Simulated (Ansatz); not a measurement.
The system is Nb.

```
Nb
1.0
     0.00000    2.11500    2.11500
     2.11500    0.00000    2.11500
     2.11500    2.11500    0.00000
Nb
1
Direct
  0.00000 0.00000 0.00000
```

This isn't the form of Nb at room conditions, which is bcc.

* Program: Ansatz 0.2.0
* Task: relaxation of cell and atoms
* Functional: PBE
* Dispersion: D4
* Potentials or basis: Ansatz PAW
* Cutoff: 420 eV (not typed: the program's choice for these potentials)
* k mesh: 11 × 11 × 11
* Occupations: fermi-dirac, width 0.05 eV
* Spin: no spin polarisation

At the start: volume 18.92 Å³/atom.

Where does the relaxation end?

It ends after 4 steps and the volume is 18.40 Å³/atom (-2.7 %); space group Fm-3m (No. 225, to 0.05 Å).

Step by step:
| step | energy change (eV) | largest force (eV/Å) | volume (Å³) |
| --- | --- | --- | --- |
| 1 | 0.0000 | 0.0000 | 18.92 |
| 2 | -0.0074 | 0.0000 | 18.45 |
| 3 | -0.0075 | 0.0000 | 18.40 |
| 4 | -0.0074 | 0.0000 | 18.40 |

Final structure:
```yaml
crystal:
  lattice:
    - [0.00000, 2.09553, 2.09553]
    - [2.09553, 0.00000, 2.09553]
    - [2.09553, 2.09553, 0.00000]
  atoms:
    - { symbol: Nb, position: [0.00000, 0.00000, 0.00000] }
```

Caveat: the plane-wave basis is chosen anew once the cell has moved, so the energies of steps on either side of that aren't comparable; pairwise dispersion overbinds metals, which lowers pressure and volume.
